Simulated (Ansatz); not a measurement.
Runs of Ansatz 0.2.0 on Tl. It takes space group Fm-3m (No. 225, cubic). The conventional cell has a = 4.933 Å, b = 4.933 Å, c = 4.933 Å, α = 90.00°, β = 90.00°, γ = 90.00°. Tl (site symmetry m-3m) has 12 Tl at 3.49 Å as nearest neighbours. This isn't the form of Tl at room conditions, which is hcp.

| task | level | potentials or basis | spin | cell | k mesh | cutoff (eV) | smearing | supercell | phonon path | scf mixing preconditioner | basis error allowed | other keys | gap on the mesh (eV) | pressure (GPa) | moment (μB) |
| --- | --- | --- | --- | --- | --- | --- | --- | --- | --- | --- | --- | --- | --- | --- | --- |
| projected density of states | PBEsol+D3(BJ) | all-electron LAPW, point nuclei | collinear, ferromagnetic start | as given | 9 × 9 × 9 | 170 | fermi-dirac 0.1 eV | - | - | - | 0.0005 eV/atom | - | - | (a) | 0.00 |
| single point | PBE | all-electron LAPW, scalar-relativistic | off | as given | 9 × 9 × 9 | 158 | fermi-dirac 0.05 eV | - | - | - | 0.001 eV/atom | - | none | 1.2 | - |
| single point | RPBE+D3(BJ) | all-electron LAPW, scalar-relativistic | collinear, ferromagnetic start | cell squeezed | 9 × 9 × 9 | 156 | tetrahedron-uncorrected | - | - | kerker | 0.002 eV/atom | scf.mixing.preconditioner = kerker; scf.occupations.width = left out; … | none | -12.5 | 0.00 |
| relaxation of cell and atoms | PBE exchange only | all-electron LAPW, scalar-relativistic | off | relaxed from: volume scaled by 1.08 | 9 × 9 × 9 | - | fermi-dirac 0.15 eV | - | - | - | 0.001 eV/atom | - | - | 0.0 | - |
| single point | PBE | all-electron LAPW, scalar-relativistic | off | cell strained at random at fixed volume | 9 × 9 × 9 | 161 | fermi-dirac 0.05 eV | - | - | - | 0.001 eV/atom | - | none | 1.2 | - |

Fill in the values left out.

(a) -3.7.

Caveats: pairwise dispersion overbinds metals, which lowers pressure and volume (some runs); the starting moments weren't kept (some runs); spin-orbit coupling is left out, which moves the levels of the heavy elements (some runs).

A k mesh can miss the band edges, and the runs leave out spin-orbit coupling on Tl.

A gap of «none» marks a metal or a gap under the smearing width.
